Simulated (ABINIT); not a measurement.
# HgSe (F-43m) in ABINIT: a series of runs

Aim: see how the results for HgSe move with the level of theory and the settings. Levels: revPBE, SOGGA, OLYP. Tasks: band structure.

All numbers are computed with ABINIT 10.8.3 (patched build); they aren't measurements. Logs are shortened: lines on timing, memory, paths and dates and some standing lists are left out, and cuts for length are marked. The log counts tension as positive stress, the text compression.

### 1 The crystal as given

The structure is cubic, space group F-43m (No. 216). The conventional cell has a = 6.078 Å, b = 6.078 Å, c = 6.078 Å, α = 90.00°, β = 90.00°, γ = 90.00°. Around Hg (site symmetry -43m) lie 4 Se at 2.63 Å. Around Se (site symmetry -43m) lie 4 Hg at 2.63 Å.

### 2 Band structure, revPBE

run.abi reads:

```
# Datasets: ground state, then fixed potential
ndtset 2

# Pseudopotentials
pp_dirpath "./"
pseudos "Hg.GGA_PBE-JTH.xml, Se.GGA_PBE-JTH.xml"

# Structure
acell 3*1.0 Angstrom
rprim
     0.0000000000     3.0390000000     3.0390000000
     3.0390000000     0.0000000000     3.0390000000
     3.0390000000     3.0390000000     0.0000000000
ntypat 2
znucl 80 34
natom 2
typat 1 2
xred
     0.0000000000     0.0000000000     0.0000000000
     0.7500000000     0.7500000000     0.7500000000

# Plane-wave basis
ecut 20.0
pawecutdg 40.0

# Exchange and correlation
ixc 14

# Bands and occupations
occopt 3
tsmear 0.05 eV

# SCF cycle
nstep 100

# Output
iomode 3
prtwf 0
prteig 0
prtebands 0
enunit 1
prtden1 1
prtvha1 1
prtvclmb1 1
prtpot1 1

# Dataset 1
kptopt1 1
ngkpt1 8 8 8
nshiftk1 1
shiftk1 0.0 0.0 0.0
nband1 13
tolvrs1 1.0e-9

# Dataset 2: bands along G-X-W-K-G-L-U-W-L-K
iscf2 -2
getden2 1
nband2 17
nbdbuf2 2
tolwfr2 1.0e-12
kptopt2 -9
ndivsm2 5
prteig2 1
kptbounds2
     0.0000000000     0.0000000000     0.0000000000
     0.5000000000     0.0000000000     0.5000000000
     0.5000000000     0.2500000000     0.7500000000
     0.3750000000     0.3750000000     0.7500000000
     0.0000000000     0.0000000000     0.0000000000
     0.5000000000     0.5000000000     0.5000000000
     0.6250000000     0.2500000000     0.6250000000
     0.5000000000     0.2500000000     0.7500000000
     0.5000000000     0.5000000000     0.5000000000
     0.3750000000     0.3750000000     0.7500000000
```

Potentials or basis: JTH PAW PBE v2.0.

The run is started by

```bash
> abinit run.abi > log 2>&1
```

run.abo:

```text
.Version 10.8.3 of ABINIT
 DATASET    1 : space group F-4 3 m (#216); Bravais cF (face-center cubic)
================================================================================
 Values of the parameters that define the memory need for DATASET  1.
     intxc =       0    ionmov =       0      iscf =      17    lmnmax =      18
     lnmax =       6     mgfft =      36  mpssoang =       3    mqgrid =    3001
     natom =       2  nloc_mem =       2    nspden =       1   nspinor =       1
    nsppol =       1      nsym =      24    n1xccc =       1    ntypat =       2
    occopt =       3   xclevel =       2
       mpw =        1634          nfft =       46656          nkpt =          29
 PAW method is used; the additional fine FFT grid is defined by:
   mgfftf=        48    nfftf =    110592
================================================================================
================================================================================

 DATASET    2 : space group F-4 3 m (#216); Bravais cF (face-center cubic)
================================================================================
 Values of the parameters that define the memory need for DATASET  2.
     intxc =       0    ionmov =       0      iscf =      -2    lmnmax =      18
     lnmax =       6     mgfft =      36  mpssoang =       3    mqgrid =    3001
     natom =       2  nloc_mem =       2    nspden =       1   nspinor =       1
    nsppol =       1      nsym =      24    n1xccc =       1    ntypat =       2
    occopt =       3   xclevel =       2
       mpw =        1639          nfft =       46656          nkpt =          87
 PAW method is used; the additional fine FFT grid is defined by:
   mgfftf=        48    nfftf =    110592
================================================================================
================================================================================

--------------------------------------------------------------------------------
------------- Echo of variables that govern the present computation ------------
--------------------------------------------------------------------------------
 -outvars: echo values of preprocessed input variables --------
            acell      1.8897261259E+00  1.8897261259E+00  1.8897261259E+00 Bohr
              amu      2.00590000E+02  7.89600000E+01
             ecut      2.00000000E+01 Hartree
           enunit           1
           getden1          0
           getden2          1
             iscf1         17
             iscf2         -2
                       outvar_i_n : Printing only first  50 k-points.
              ixc          14
           jdtset        1    2
                       outvar_i_n : Printing only first  50 k-points.
           kptopt1          1
           kptopt2         -9
         kptrlatt        8    0    0      0    8    0      0    0    8
          kptrlen1     6.49732442E+01
          kptrlen2     3.00000000E+01
            natom           2
            nband1         13
            nband2         17
           nbdbuf1          0
           nbdbuf2          2
           ndtset           2
           ndivsm1          0
           ndivsm2          5
            ngfft          36      36      36
          ngfftdg          48      48      48
             nkpt1         29
             nkpt2         87
            nstep         100
             nsym          24
           ntypat           2
           occopt           3
        pawecutdg      4.00000000E+01 Hartree
         pawxcdev           0
        prtebands           0
           prteig1          0
           prteig2          1
           prtpot1          1
           prtpot2          0
         prtvclmb1          1
         prtvclmb2          0
           prtvha1          1
           prtvha2          0
            prtwf           0
            rprim      0.0000000000E+00  3.0390000000E+00  3.0390000000E+00
                       3.0390000000E+00  0.0000000000E+00  3.0390000000E+00
[... 289 lines left out ...]

 getcut : COMMENT -
  Note that boxcut > 2.2 ; recall that boxcut=Gcut(box)/Gcut(sphere) = 2
  is sufficient for exact treatment of convolution.
  Such a large boxcut is a waste : you could raise ecut
  e.g. ecut=   24.239610 Hartrees makes boxcut=2

 Fine grid specifications (used for densities):

 getcut: wavevector=  0.0000  0.0000  0.0000  ngfft=  48  48  48
         ecut(hartree)=     40.000   => boxcut(ratio)=   2.07588
--------------------------------------------------------------------------------

================================================================================
 Non-SCF case, kpt    1 (  0.00000  0.00000  0.00000), residuals and eigenvalues=
  9.84E-13  5.66E-13  6.05E-13  4.22E-13  6.96E-13  6.00E-13  8.46E-13  5.15E-13
  6.72E-13  2.20E-13  4.21E-13  4.19E-13  5.41E-13  4.78E-13  8.43E-13  2.96E-12
  2.59E-13
 -4.4144E-01 -2.1101E-01 -2.1101E-01 -2.1101E-01 -1.8374E-01 -1.8374E-01
  2.1993E-02  5.2776E-02  5.2776E-02  5.2776E-02  2.5647E-01  2.5647E-01
  2.5647E-01  3.7560E-01  4.7265E-01  4.7265E-01  4.9888E-01
 Non-SCF case, kpt    2 (  0.03571  0.00000  0.03571), residuals and eigenvalues=
  9.66E-13  8.22E-13  6.19E-13  9.94E-13  7.77E-13  6.10E-13  9.16E-13  5.06E-13
  8.30E-13  7.87E-13  8.60E-13  2.36E-13  7.09E-13  5.11E-13  9.25E-13  4.52E-11
  3.30E-08
[... 584 lines left out ...]
 Non-SCF case, kpt   86 (  0.38889  0.38889  0.72222), residuals and eigenvalues=
  8.50E-13  5.87E-13  5.40E-13  5.08E-13  8.73E-13  9.52E-13  6.94E-13  8.72E-13
  7.79E-13  3.97E-13  9.00E-13  6.91E-13  4.64E-13  4.84E-13  7.01E-13  1.26E-09
  2.57E-06
 -4.1899E-01 -2.0237E-01 -1.9653E-01 -1.8844E-01 -1.8195E-01 -1.6501E-01
 -1.3926E-01 -5.2641E-02 -1.2611E-02  1.6228E-01  2.2891E-01  3.4123E-01
  3.4960E-01  3.7262E-01  4.7255E-01  5.5491E-01  5.9658E-01
 Non-SCF case, kpt   87 (  0.37500  0.37500  0.75000), residuals and eigenvalues=
  6.97E-13  5.92E-13  7.47E-13  9.73E-13  8.12E-13  6.42E-13  5.83E-13  8.43E-13
  8.33E-13  4.28E-13  9.66E-13  9.31E-13  3.53E-13  5.93E-13  5.92E-13  2.99E-12
  1.45E-06
 -4.1862E-01 -2.0238E-01 -1.9566E-01 -1.8936E-01 -1.8163E-01 -1.6393E-01
 -1.3992E-01 -5.2652E-02 -1.6222E-02  1.6278E-01  2.2150E-01  3.5244E-01
  3.5833E-01  3.6647E-01  4.7821E-01  5.5725E-01  5.8585E-01

--- !ResultsGS
iteration_state: {dtset: 2, }
comment   : Summary of ground state results
lattice_vectors:
- [  0.0000000,   5.7428777,   5.7428777, ]
- [  5.7428777,   0.0000000,   5.7428777, ]
- [  5.7428777,   5.7428777,   0.0000000, ]
lattice_lengths: [   8.12166,    8.12166,    8.12166, ]
lattice_angles: [ 60.000,  60.000,  60.000, ] # degrees, (23, 13, 12)
lattice_volume:   3.7880761E+02
convergence: {deltae:  0.000E+00, res2:  0.000E+00, residm:  9.998E-13, diffor:  0.000E+00, }
etotal    :  -5.17287626E+01
entropy   :   0.00000000E+00
fermie    :   5.48075551E-02
cartesian_stress_tensor: null
pressure_GPa: null
xred      :
- [  0.0000E+00,   0.0000E+00,   0.0000E+00, Hg]
- [  7.5000E-01,   7.5000E-01,   7.5000E-01, Se]
cartesian_forces: null
force_length_stats: {min: null, max: null, mean: null, }
...

 Integrated electronic density in atomic spheres:
 ------------------------------------------------
 Atom  Sphere_radius  Integrated_density
    1        2.40020          9.98150952
    2        2.21132          3.91962705

================================================================================

 ----iterations are completed or convergence reached----

 Mean square residual over all n,k,spin=   69.749E-14; max=  99.976E-14
 reduced coordinates (array xred) for    2 atoms
       0.000000000000      0.000000000000      0.000000000000
       0.750000000000      0.750000000000      0.750000000000

 cartesian coordinates (angstrom) at end:
    1      0.00000000000000     0.00000000000000     0.00000000000000
    2      4.55850000000000     4.55850000000000     4.55850000000000
 length scales=  1.889726125908  1.889726125908  1.889726125908 bohr
              =  1.000000000000  1.000000000000  1.000000000000 angstroms
 Eigenvalues (   eV  ) for nkpt=  87  k points:
 kpt#   1, nband= 17, wtk=  1.00000, kpt=  0.0000  0.0000  0.0000 (reduced coord)
 -12.01231   -5.74185   -5.74185   -5.74185   -4.99994   -4.99994    0.59847    1.43611
   1.43611    1.43611    6.97881    6.97881    6.97881   10.22071   12.86138   12.86138
  13.57516
 kpt#   2, nband= 17, wtk=  1.00000, kpt=  0.0357  0.0000  0.0357 (reduced coord)
 -12.00482   -5.74196   -5.73684   -5.73684   -5.00208   -4.99849    0.43387    1.39873
   1.39873    1.60759    6.88352    7.02498    7.02498   10.36223   12.46585   12.86473
  13.61949
 kpt#   3, nband= 17, wtk=  1.00000, kpt=  0.0714  0.0000  0.0714 (reduced coord)
 -11.98265   -5.74192   -5.72189   -5.72189   -5.00825   -4.99421    0.10899    1.29113
   1.29113    1.95145    6.64009    7.15956    7.15956   10.73894   11.84302   12.87482
  13.75201
 kpt#   4, nband= 17, wtk=  1.00000, kpt=  0.1071  0.0000  0.1071 (reduced coord)
 -11.94673   -5.74070   -5.69736   -5.69736   -5.01779   -4.98731   -0.25251    1.12498
   1.12498    2.33881    6.32512    7.37229    7.37229   11.08799   11.42233   12.89162
  13.97097
 kpt#   5, nband= 17, wtk=  1.00000, kpt=  0.1429  0.0000  0.1429 (reduced coord)
[... 317 lines left out ...]
  -0.09125    4.21986    6.58321    8.72405    8.91875   10.85318   12.79971   14.12692
  15.30467
 kpt#  85, nband= 17, wtk=  1.00000, kpt=  0.4028  0.4028  0.6944 (reduced coord)
 -11.41823   -5.51161   -5.38000   -5.10498   -4.95659   -4.53627   -3.77145   -1.33915
  -0.22376    4.35461    6.41236    8.94831    9.22729   10.47453   12.79136   14.71505
  15.75197
 kpt#  86, nband= 17, wtk=  1.00000, kpt=  0.3889  0.3889  0.7222 (reduced coord)
 -11.40131   -5.50675   -5.34777   -5.12763   -4.95113   -4.49028   -3.78954   -1.43243
  -0.34317    4.41590    6.22907    9.28529    9.51309   10.13958   12.85886   15.09979
  16.23377
 kpt#  87, nband= 17, wtk=  1.00000, kpt=  0.3750  0.3750  0.7500 (reduced coord)
 -11.39123   -5.50692   -5.32419   -5.15266   -4.94227   -4.46078   -3.80749   -1.43273
  -0.44142    4.42952    6.02728    9.59047    9.75058    9.97206   13.01287   15.16354
  15.94185

== END DATASET(S) ==============================================================
================================================================================

 -outvars: echo values of variables after computation  --------
            acell      1.8897261259E+00  1.8897261259E+00  1.8897261259E+00 Bohr
           etotal1    -5.1728762555E+01
            fcart1     1.4652090410E-30 -1.4652090410E-30  1.4652090410E-30
                      -1.4652090410E-30  1.4652090410E-30 -1.4652090410E-30
            rprim      0.0000000000E+00  3.0390000000E+00  3.0390000000E+00
                       3.0390000000E+00  0.0000000000E+00  3.0390000000E+00
                       3.0390000000E+00  3.0390000000E+00  0.0000000000E+00
           strten1    -2.1235924841E-04 -2.1235924841E-04 -2.1235924841E-04
                       0.0000000000E+00  0.0000000000E+00  0.0000000000E+00
           xangst      0.0000000000E+00  0.0000000000E+00  0.0000000000E+00
                       4.5585000000E+00  4.5585000000E+00  4.5585000000E+00
             xred      0.0000000000E+00  0.0000000000E+00  0.0000000000E+00
                       7.5000000000E-01  7.5000000000E-01  7.5000000000E-01
 Calculation completed.
```

It took 2.8 min on 1 thread of Arm Neoverse V1, shared host; peak memory 0.14 GiB.

Results:

```
Free energy                                           : -1407.6113 eV
Pressure                                              : 6.2 GPa
Band gap on the k mesh                                : none (metal or under the smearing width)
Valence electrons inside the program's atomic spheres : Hg 9.98; Se 3.92
```

Levels at the corners of the path, in eV from the Fermi level:
```tsv
point	band 6	band 7	band 8	band 9	band 10	band 11	band 12	band 13
Γ	-6.49	-0.89	-0.06	-0.06	-0.06	5.49	5.49	5.49
X	-6.11	-5.14	-2.35	-2.35	2.78	3.08	8.60	9.90
W	-5.86	-5.34	-2.78	-2.46	3.59	5.20	6.15	7.59
K	-5.95	-5.30	-2.92	-1.93	2.94	4.54	8.10	8.26
Γ	-6.49	-0.89	-0.06	-0.06	-0.06	5.49	5.49	5.49
L	-6.16	-5.55	-1.03	-1.03	1.13	6.27	6.27	7.12
U	-5.95	-5.30	-2.92	-1.93	2.94	4.54	8.10	8.26
W	-5.86	-5.34	-2.78	-2.46	3.59	5.20	6.15	7.59
L	-6.16	-5.55	-1.03	-1.03	1.13	6.27	6.27	7.12
K	-5.95	-5.30	-2.92	-1.93	2.94	4.54	8.10	8.26
```

Caveat: the PAW data sets were made with another functional, which shifts forces and pressure a little; spin-orbit coupling is left out, which moves the levels of the heavy elements.

### 3 Band structure, SOGGA

run.abi: that of step 2 with these lines changed.

```diff
@@ -8,7 +8,7 @@
 # Structure
-acell 3*1.0 Angstrom
+acell 3*1.0
 rprim
-     0.0000000000     3.0390000000     3.0390000000
-     3.0390000000     0.0000000000     3.0390000000
-     3.0390000000     3.0390000000     0.0000000000
+     0.0000000000     5.7428776927     5.7428776927
+     5.7428776927     0.0000000000     5.7428776927
+     5.7428776927     5.7428776927     0.0000000000
 ntypat 2
@@ -26,3 +26,3 @@
 # Exchange and correlation
-ixc 14
+ixc -150130
 
@@ -30,3 +30,3 @@
 occopt 3
-tsmear 0.05 eV
+tsmear 0.00183747
 
@@ -42,5 +42,2 @@
 prtden1 1
-prtvha1 1
-prtvclmb1 1
-prtpot1 1
 
@@ -61,3 +58,3 @@
 kptopt2 -9
-ndivsm2 5
+ndivsm2 6
 prteig2 1
```

Potentials or basis: JTH PAW PBE v2.0.

The run is started by

```bash
> abinit run.abi > log 2>&1
```

Run time: 3 min. Hardware: 1 thread of Arm Neoverse V1, shared host; peak memory 0.15 GiB.

Results (log left out):

```yaml
Free_energy: -1408.8722 eV
Pressure: 0.9 GPa
Band_gap_on_the_k_mesh: none (metal or under the smearing width)
Valence_electrons_inside_the_program's_atomic_spheres: Hg 9.97; Se 3.89
```

Levels at the corners of the path, in eV from the Fermi level:
| point | band 6 | band 7 | band 8 | band 9 | band 10 | band 11 | band 12 | band 13 |
| --- | --- | --- | --- | --- | --- | --- | --- | --- |
| Γ | -6.47 | -1.06 | -0.05 | -0.05 | -0.05 | 5.35 | 5.35 | 5.35 |
| X | -6.10 | -5.19 | -2.40 | -2.40 | 2.67 | 2.80 | 8.28 | 9.76 |
| W | -5.84 | -5.41 | -2.87 | -2.52 | 3.56 | 4.96 | 5.95 | 7.25 |
| K | -5.93 | -5.37 | -3.01 | -1.97 | 2.81 | 4.34 | 7.76 | 8.13 |
| Γ | -6.47 | -1.06 | -0.05 | -0.05 | -0.05 | 5.35 | 5.35 | 5.35 |
| L | -6.14 | -5.65 | -1.05 | -1.05 | 0.98 | 6.12 | 6.12 | 6.84 |
| U | -5.93 | -5.37 | -3.01 | -1.97 | 2.81 | 4.34 | 7.76 | 8.13 |
| W | -5.84 | -5.41 | -2.87 | -2.52 | 3.56 | 4.96 | 5.95 | 7.25 |
| L | -6.14 | -5.65 | -1.05 | -1.05 | 0.98 | 6.12 | 6.12 | 6.84 |
| K | -5.93 | -5.37 | -3.01 | -1.97 | 2.81 | 4.34 | 7.76 | 8.13 |

Caveat: the PAW data sets were made with another functional, which shifts forces and pressure a little; spin-orbit coupling is left out, which moves the levels of the heavy elements.

### 4 Band structure, OLYP

run.abi: that of step 3 with these lines changed.

```diff
@@ -1,5 +1,3 @@
-# Datasets: ground state, then fixed potential
 ndtset 2
 
-# Pseudopotentials
 pp_dirpath "./"
@@ -7,8 +5,7 @@
 
-# Structure
-acell 3*1.0
+acell 4.2977950161 4.2977950161 4.2977950161 Angstrom
 rprim
-     0.0000000000     5.7428776927     5.7428776927
-     5.7428776927     0.0000000000     5.7428776927
-     5.7428776927     5.7428776927     0.0000000000
+     0.0000000000     0.7071067812     0.7071067812
+     0.7071067812     0.0000000000     0.7071067812
+     0.7071067812     0.7071067812     0.0000000000
 ntypat 2
@@ -21,3 +18,2 @@
 
-# Plane-wave basis
 ecut 20.0
@@ -25,6 +21,4 @@
 
-# Exchange and correlation
-ixc -150130
+ixc -110131
 
-# Bands and occupations
 occopt 3
@@ -32,6 +26,4 @@
 
-# SCF cycle
 nstep 100
 
-# Output
 iomode 3
@@ -42,4 +34,6 @@
 prtden1 1
+prtvha1 1
+prtvclmb1 1
+prtpot1 1
 
-# Dataset 1
 kptopt1 1
@@ -51,3 +45,2 @@
 
-# Dataset 2: bands along G-X-W-K-G-L-U-W-L-K
 iscf2 -2
@@ -58,4 +51,5 @@
 kptopt2 -9
-ndivsm2 6
+ndivsm2 8
 prteig2 1
+prtvol2 -3
 kptbounds2
```

The run is started by

```bash
> abinit run.abi > log 2>&1
```

It took 3.3 min on 1 thread of Arm Neoverse V1, shared host; peak memory 0.17 GiB.

The run converged. Its results:

```yaml
Free_energy: -1412.4051 eV
Pressure: 6.2 GPa
Band_gap_on_the_k_mesh: none (metal or under the smearing width)
Valence_electrons_inside_the_program's_atomic_spheres: Hg 10.03; Se 3.96
```

Levels at the corners of the path, in eV from the Fermi level:
```tsv
point	band 5	band 6	band 7	band 8	band 9	band 10	band 11	band 12	band 13	band 14
Γ	-6.62	-6.62	-0.64	-0.06	-0.06	-0.06	5.71	5.71	5.71	9.43
X	-6.51	-6.21	-5.08	-2.26	-2.26	2.95	3.53	9.14	10.12	10.12
W	-6.67	-5.99	-5.25	-2.62	-2.36	3.66	5.61	6.46	8.12	10.51
K	-6.57	-6.07	-5.21	-2.78	-1.86	3.12	4.88	8.48	8.64	8.81
Γ	-6.62	-6.62	-0.64	-0.06	-0.06	-0.06	5.71	5.71	5.71	9.43
L	-6.57	-6.28	-5.38	-0.99	-0.99	1.37	6.51	6.51	7.59	10.12
U	-6.57	-6.07	-5.21	-2.78	-1.86	3.12	4.88	8.48	8.64	8.81
W	-6.67	-5.99	-5.25	-2.62	-2.36	3.66	5.61	6.46	8.12	10.51
L	-6.57	-6.28	-5.38	-0.99	-0.99	1.37	6.51	6.51	7.59	10.12
K	-6.57	-6.07	-5.21	-2.78	-1.86	3.12	4.88	8.48	8.64	8.81
```

Caveat: the PAW data sets were made with another functional, which shifts forces and pressure a little; spin-orbit coupling is left out, which moves the levels of the heavy elements.

### 5 Overview

```tsv
level	gap on the mesh (eV)	pressure (GPa)
revPBE	none	6.2
SOGGA	none	0.9
OLYP	none	6.2
```

Alike in all rows: task band structure; potentials or basis JTH PAW PBE v2.0; no spin polarisation; cell as given; k mesh 8 × 8 × 8; cutoff (eV) 544; smearing fermi-dirac 0.05 eV.

Every run on the cell as given and a fine mesh finds a metal. The pressure there spans 0.9 GPa (SOGGA) to 6.2 GPa (revPBE); a positive pressure means that this level wants a larger cell, a negative one a smaller.

Caveats: the PAW data sets were made with another functional, which shifts forces and pressure a little; spin-orbit coupling is left out, which moves the levels of the heavy elements.

Absolute energies hang on the potentials; compare differences alone.
